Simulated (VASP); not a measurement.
Runs of VASP 6.6.1 on Ba. Symmetry: Fm-3m, No. 225, cubic system. The conventional cell has a = 6.465 Å, b = 6.465 Å, c = 6.465 Å, α = 90.00°, β = 90.00°, γ = 90.00°. This isn't the form of Ba at room conditions, which is bcc.

```tsv
task	level	potentials or basis	cell	gap on the mesh (eV)	pressure (GPa)
single point	PBEsol	VASP PAW PBE potentials, release 64 (Ba_sv)	as given	none	-1.0
single point	r2SCAN	VASP PAW PBE potentials, release 64 (Ba_sv)	volume scaled by 0.975	none	0.1
electric field gradients	LDA	VASP PAW LDA potentials, release 64 (Ba_sv)	as given	none	-1.6
single point	r2SCAN	VASP PAW PBE potentials, release 64 (Ba_sv)	as given	none	(a)
```

Alike in all rows: no spin polarisation; k mesh 9 × 9 × 9; cutoff (eV) 520; smearing fermi-dirac 0.05 eV.

Problem. Fill in the values left out.

Solution. (a) -0.1.

Caveats: the PAW data sets were made with another functional, which shifts forces and pressure a little (some runs).

A k mesh can miss the band edges, and the runs leave out spin-orbit coupling on Ba.

A gap of «none» marks a metal or a gap under the smearing width.

Runs at the PBE level aren't shown here.
